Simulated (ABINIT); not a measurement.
A run of ABINIT 10.8.3 (patched build) is set up as follows.

Contents of run.abi:

```
# Pseudopotentials
pp_dirpath "./"
pseudos "Cd.GGA_PBE-JTH.xml, O.GGA_PBE-JTH.xml"

# Structure
acell 3*1.0 Angstrom
rprim
     0.0000000000     2.3495000000     2.3495000000
     2.3495000000     0.0000000000     2.3495000000
     2.3495000000     2.3495000000     0.0000000000
ntypat 2
znucl 48 8
natom 2
typat 1 2
xred
     0.0000000000     0.0000000000     0.0000000000
     0.5000000000     0.5000000000     0.5000000000

# Plane-wave basis
ecut 28.0
pawecutdg 50.0
pawxcdev 0

# k points
kptopt 1
ngkpt 10 10 10
nshiftk 1
shiftk 0.0 0.0 0.0

# Exchange and correlation
ixc 15

# Bands and occupations
nband 13
occopt 3
tsmear 0.05 eV

# SCF cycle
nstep 100
tolvrs 1.0e-9

# Output
iomode 3
prtwf 0
prtden 0
prteig 0
prtebands 0
enunit 1
```

Potentials or basis: JTH PAW PBE v2.0.

The run is started by

```bash
$ abinit run.abi > log 2>&1
```

Problem. Predict the pressure.

Solution. 9.9 GPa.

Problem. Estimate the band gap on the k mesh.

Solution. None (metal or under the smearing width).

Caveat: the PAW data sets were made with another functional, which shifts forces and pressure a little.
